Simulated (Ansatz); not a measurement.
**ZrO2: elastic constants**

How stiff is the crystal, and how unevenly? Runs: cell and atoms relaxed (PAW); reference run (PAW); ions clamped (PAW); cell relaxed at 30 GPa (PAW); at 30 GPa (PAW).

The COD entry's cell or inner coordinates are ideal or old and differ from later refinements, so a difference from it is no clean test against experiment.

Computed with Ansatz 0.2.0 (DFT r²SCAN, frozen-core PAW, scalar-relativistic unless said, unless a step's input says otherwise).

2 further runs of the same task are left out: 1 that didn't finish, 1 set aside as unsound or not needed.

### 1 The structure to begin with

The structure is cubic, space group Fm-3m (No. 225). Conventional cell: a = 5.070 Å, b = 5.070 Å, c = 5.070 Å, α = 90.00°, β = 90.00°, γ = 90.00°. Around Zr (site symmetry m-3m) lie 8 O at 2.20 Å. O (site symmetry -43m) is surrounded by 4 Zr at 2.20 Å.

As a file:

```
Zr O
1.0
     0.00000    2.53500    2.53500
     2.53500    0.00000    2.53500
     2.53500    2.53500    0.00000
Zr O
1 2
Direct
  0.00000 0.00000 0.00000
  0.25000 0.25000 0.25000
  0.75000 0.75000 0.75000
```

Cartesian axes are those of the input's lattice vectors. The structure goes back to a database entry.

### 2 Cell and atoms relaxed, PAW

input.yaml

```yaml
crystal:
  lattice:
    - [0.0, 2.535, 2.535]
    - [2.535, 0.0, 2.535]
    - [2.535, 2.535, 0.0]
  atoms:
    - { symbol: Zr, position: [0.0, 0.0, 0.0] }
    - { symbol: O, position: [0.25, 0.25, 0.25] }
    - { symbol: O, position: [0.75, 0.75, 0.75] }
kpoints:
  mp_grid: { grid: [10, 10, 10] }
scf:
  occupations: { method: fermi_dirac, width: 0.08 }
hamiltonian:
  xc: r2scan
  pseudopotentials: { kind: paw }
relax:
  f_tol: 0.002
  max_steps: 80
  cell: {}
output:
  forces: true
  stress: true
```

Started as:

```sh
$ ansatz run input.yaml --threads 2 --pin off --max-ram 5120MiB --backend cpu --events-out ev --progress --plain --runs-dir out
```

### 3 Reference run, PAW

input.yaml

```yaml
crystal:
  lattice:
    - [0.0, 2.54471969321, 2.54471969321]
    - [2.54471969321, 0.0, 2.54471969321]
    - [2.54471969321, 2.54471969321, 0.0]
  atoms:
    - { symbol: Zr, position: [0.0, 0.0, 0.0] }
    - { symbol: O, position: [0.25, 0.25, 0.25] }
    - { symbol: O, position: [0.75, 0.75, 0.75] }
kpoints:
  mp_grid: { grid: [8, 8, 8] }
scf:
  occupations: { method: fixed }
hamiltonian:
  xc: r2scan
  pseudopotentials: { kind: paw }
elastic:
  mode: relaxed_ion
  stencil: two_point
  amplitude: 0.005
```

### 4 Ions clamped, PAW

Edit input.yaml of step 3 so:

```diff
@@ -17,3 +17,3 @@
 elastic:
-  mode: relaxed_ion
+  mode: clamped_ion
   stencil: two_point
```

### 5 Cell relaxed at 30 GPa, PAW

Edit input.yaml of step 4 so:

```diff
@@ -16,5 +16,8 @@
   pseudopotentials: { kind: paw }
-elastic:
-  mode: clamped_ion
-  stencil: two_point
-  amplitude: 0.005
+relax:
+  f_tol: 0.002
+  max_steps: 80
+  cell: { p_target: 30 }
+output:
+  forces: true
+  stress: true
```

### 7 At 30 GPa, PAW

input.yaml

```yaml
crystal:
  lattice:
    - [0.0, 2.46475289774, 2.46475289774]
    - [2.46475289774, 0.0, 2.46475289774]
    - [2.46475289774, 2.46475289774, 0.0]
  atoms:
    - { symbol: Zr, position: [0.0, 0.0, 0.0] }
    - { symbol: O, position: [0.25, 0.25, 0.25] }
    - { symbol: O, position: [0.75, 0.75, 0.75] }
kpoints:
  mp_grid: { grid: [8, 8, 8] }
scf:
  occupations: { method: fixed }
hamiltonian:
  xc: r2scan
  pseudopotentials: { kind: paw }
elastic:
  mode: relaxed_ion
  stencil: two_point
  amplitude: 0.005
```

(Steps that only read results are left out.)

Before running it: what results should come out? Wanted: C11; C12; C44; bulk, shear and Young's modulus; Debye temperature from sound speeds; universal anisotropy index.

**Answer**, as computed:

| quantity | value |
| --- | --- |
| C11 (PAW) | 564 GPa |
| C12 (PAW) | 103 GPa |
| C44 (PAW) | 70 GPa |
| bulk, shear and Young's modulus | 257, 116, 302 GPa |
| Debye temperature from sound speeds | 623 K |
| universal anisotropy index | 1.91 |

**Reading.** All eigenvalues are positive, so the crystal is mechanically stable; by PAW K = 257 and G = 116 GPa, K/G = 2.22, on the ductile side of Pugh's rough line at 1.75, which was drawn for metals. Young's modulus runs from 193 to 532 GPa with direction. Letting the ions relax lowers C44 most, from 92 to 70 GPa. At 30 GPa K rises to 375 GPa. Cautions: frozen-core PAW files fitted under PBE, their cores solved anew for the functional of the run.
